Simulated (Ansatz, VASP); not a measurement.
## Al in VASP and in Ansatz

Contents of INCAR:

```
  ALGO = Fast
  DIPOL = 0.5 0.5 0.500
  EDIFF = 1E-6
  ENCUT = 520
  GGA = PE
  IDIPOL = 3
  ISIF = 2
  ISMEAR = 0
  LASPH = True
  LCHARG = True
  LDIPOL = True
  LELF = True
  LREAL = False
  LVACPOTAV = True
  LVHAR = True
  LWAVE = False
  NBANDS = 18
  NELM = 100
  PREC = Accurate
  SIGMA = 0.1
```

The input KPOINTS:

```
k-points
0
Gamma
  12 12 1
```

The input POSCAR:

```
Al
1.0
    2.8571513840      0.0000000000      0.0000000000
    0.0000000000      2.8571513840      0.0000000000
    0.0000000000      0.0000000000     25.1015555926
Al
6
Direct
    0.5000000000      0.5000000000      0.2987862634
    0.0000000000      0.0000000000      0.3792717580
    0.5000000000      0.5000000000      0.4597572527
    0.0000000000      0.0000000000      0.5402427473
    0.5000000000      0.5000000000      0.6207282420
    0.0000000000      0.0000000000      0.7012137366
```

Input for Ansatz:

```yaml
crystal:
  lattice:
    - [2.857151384, 0.0, 0.0]
    - [0.0, 2.857151384, 0.0]
    - [0.0, 0.0, 25.1015555926]
  atoms:
    - { symbol: Al, position: [0.5, 0.5, 0.2987862634] }
    - { symbol: Al, position: [0.0, 0.0, 0.379271758] }
    - { symbol: Al, position: [0.5, 0.5, 0.4597572527] }
    - { symbol: Al, position: [0.0, 0.0, 0.5402427473] }
    - { symbol: Al, position: [0.5, 0.5, 0.620728242] }
    - { symbol: Al, position: [0.0, 0.0, 0.7012137366] }
basis:
  ecutwfc: 420
kpoints:
  mp_grid: { grid: [12, 12, 1] }
hamiltonian:
  xc: pbe
scf:
  occupations: { method: gaussian, width: 0.1 }
output:
  forces: true
  stress: true
  eigenvalues: true
  write_density: true
  write_potential: true
  elf: true
  volumetric_format: npy
efield:
  axis: 3
  dipole_correction: true
  ramp_width: 0.04
```

Alike in both runs: task single point; functional PBE; k mesh 12 × 12 × 1; occupations gaussian, width 0.1 eV; no spin polarisation.

|  | VASP | Ansatz |
| --- | --- | --- |
| version | VASP 6.6.1 | Ansatz 0.2.0 |
| potentials or method | VASP PAW PBE potentials, release 64 (Al) | scalar-relativistic, plane waves, PAW |
| plane-wave cutoff (eV) | 520 | 420 |
| valence electrons in the cell | 18 | 18 |

Ansatz gave:

```
gap on the k mesh at the Fermi level (eV)  : none
rms of the force components (eV/Å)         : 0.022
work function, face that differs most (eV) : 4.22
```

Which values does VASP return?

gap on the k mesh at the Fermi level (eV): none; rms of the force components (eV/Å): 0.022; work function, face that differs most (eV): 4.23.

Atom by atom the forces differ by 0.001 eV/Å (rms over components). A gap of «none» marks a metal or a gap that the smearing closes. Ansatz warned: «xc_potential_rough_in_thin_density».
